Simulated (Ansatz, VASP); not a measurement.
**Two plane-wave programs on LiBr**

File INCAR:

```
ALGO = Normal
EDIFF = 1E-7
ENCUT = 520
GGA = PE
ISIF = 2
ISMEAR = -1
LASPH = True
LCHARG = False
LREAL = False
LWAVE = False
NBANDS = 12
NELM = 60
PREC = Accurate
SIGMA = 0.05
```

KPOINTS

```
k-points
0
Gamma
  8 8 8
```

Contents of POSCAR:

```
LiBr
1.0
    0.0000000000      2.6944985299      2.6944985299
    2.6944985299      0.0000000000      2.6944985299
    2.6944985299      2.6944985299      0.0000000000
Br Li
1 1
Direct
    0.5000000000      0.5000000000      0.5000000000
    0.0000000000      0.0000000000      0.0000000000
```

Contents of input.yaml:

```yaml
crystal:
  lattice:
    - [0.0, 2.6944985299, 2.6944985299]
    - [2.6944985299, 0.0, 2.6944985299]
    - [2.6944985299, 2.6944985299, 0.0]
  atoms:
    - { symbol: Br, position: [0.5, 0.5, 0.5] }
    - { symbol: Li, position: [0.0, 0.0, 0.0] }
hamiltonian:
  xc: pbe
  pseudopotentials: { kind: paw }
kpoints:
  mp_grid: { grid: [8, 8, 8] }
scf:
  occupations: { method: fermi_dirac, width: 0.05 }
output:
  forces: true
  stress: true
  eigenvalues: true
```

Change from the starting cell: volume scaled by 0.94.

Alike in both runs: task single point; functional PBE; k mesh 8 × 8 × 8; occupations fermi-dirac, width 0.05 eV; no spin polarisation.

```csv
,VASP,Ansatz
version,VASP 6.6.1,Ansatz 0.2.0
potentials or method,"VASP PAW PBE potentials, release 64 (Br, Li_sv)",Ansatz PAW
plane-wave cutoff (eV),520,420
valence electrons in the cell,10,10
```

```csv
,VASP,Ansatz,Ansatz less VASP
gap on the k mesh at the Fermi level (eV),5.23,5.22,-0.011
least direct gap on the mesh (eV),5.23,5.22,-0.011
```

The functional is the same, so the differences come from potentials, cutoffs and numerics.

 A k mesh can miss the band edges.
